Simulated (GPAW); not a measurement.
## Co: single point with PBEsol

Crystal: Co.

```
Co
1.0
     2.47056    0.00000    0.00000
    -1.23528    2.13957    0.00000
     0.00000    0.00000    8.08823
Co
4
Cartesian
  1.2425 0.6991 6.0085
  -0.0286 0.0043 4.0137
  -0.0004 1.4878 2.0557
  0.0430 -0.0039 -0.0538
```

The cell isn't the ideal one: atoms moved at random, drawn with an rms of 0.05 Å.

| Quantity | Value |
| --- | --- |
| Program | GPAW 26.7.0 |
| Task | single point |
| Functional | PBEsol |
| Potentials or basis | PAW data sets generated in the run's folder for this functional |
| Cutoff | 600 eV |
| Basis | pw |
| k mesh | 12 × 12 × 4 |
| Occupations | fermi-dirac, width 0.05 eV |
| Spin | collinear spin, ferromagnetic start |
| Starting moments | [2.0, 2.0, 2.0, 2.0] μB |
| Ranks | 4 |
| Maxiter | 150 |

| Property | Result |
| --- | --- |
| Pressure | -4.8 GPa |
| Largest force | 0.721 eV/Å |
| Band gap on the k mesh | none (metal or under the smearing width) |
| Net moment | 6.59 μB per cell |
| Site moments | Co +1.70, +1.67, +1.72, +1.71 μB |

Forces in eV/Å, atoms in the order of the input:
```
Co   0.003  0.056  0.383
Co   0.106  0.053  0.087
Co  -0.002 -0.148 -0.705
Co  -0.107  0.039  0.235
```

Stress tensor (GPa, compression positive):
```
-2.84 -0.01 -0.02
-0.01 -4.56  0.29
-0.02  0.29 -6.88
```

Levels at points of the mesh, in eV from the Fermi level:
Spin up:
| k point | band 17 | band 18 | band 19 | band 20 | band 21 | band 22 | band 23 | band 24 | band 25 | band 26 |
| --- | --- | --- | --- | --- | --- | --- | --- | --- | --- | --- |
| (0.00, 0.00, 0.00) | -1.77 | -1.50 | -1.48 | -1.18 | -1.15 | -0.81 | -0.71 | -0.47 | 6.16 | 14.47 |
| (0.00, 0.00, 0.50) | -1.68 | -1.66 | -1.63 | -1.58 | -1.04 | -0.96 | -0.91 | -0.84 | 8.85 | 9.44 |
| (0.00, 0.50, 0.00) | -0.60 | -0.53 | -0.50 | -0.49 | 0.04 | 1.33 | 2.46 | 3.18 | 6.74 | 6.97 |
| (0.00, 0.50, 0.50) | -0.66 | -0.63 | -0.54 | -0.52 | 1.06 | 1.20 | 2.79 | 2.91 | 7.01 | 7.29 |
| (0.50, 0.00, 0.00) | -0.60 | -0.53 | -0.51 | -0.48 | 0.16 | 1.18 | 2.41 | 2.98 | 6.92 | 7.13 |
| (0.50, 0.00, 0.50) | -0.68 | -0.64 | -0.53 | -0.51 | 1.15 | 1.24 | 2.62 | 2.72 | 7.22 | 7.49 |
| (0.50, 0.50, 0.00) | -0.60 | -0.53 | -0.51 | -0.48 | 0.18 | 1.15 | 2.42 | 2.97 | 6.96 | 7.16 |
| (0.50, 0.50, 0.50) | -0.68 | -0.64 | -0.53 | -0.51 | 1.14 | 1.26 | 2.60 | 2.71 | 7.27 | 7.53 |
Spin down:
```
           k point  band 11  band 12  band 13  band 14  band 15  band 16  band 17  band 18
(0.00, 0.00, 0.00)    -1.10    -0.85    -0.85    -0.79    -0.78    -0.43     0.01     0.12
(0.00, 0.00, 0.50)    -1.02    -1.01    -1.00    -0.98    -0.89    -0.88     0.18     0.22
(0.00, 0.50, 0.00)    -0.80    -0.15     0.01     0.37     1.22     1.23     1.26     1.30
(0.00, 0.50, 0.50)    -0.86    -0.75    -0.27    -0.14     0.79     0.91     1.24     1.29
(0.50, 0.00, 0.00)    -0.85    -0.13     0.01     0.46     1.21     1.24     1.26     1.31
(0.50, 0.00, 0.50)    -0.86    -0.74    -0.32    -0.22     0.78     0.91     1.22     1.27
(0.50, 0.50, 0.00)    -0.85    -0.14     0.03     0.47     1.22     1.23     1.26     1.31
(0.50, 0.50, 0.50)    -0.88    -0.73    -0.33    -0.22     0.79     0.91     1.23     1.27
```

It took 4.9 min on 4 MPI ranks on Arm Neoverse V2, with other jobs on the host, peak memory 0.32 GiB a rank.
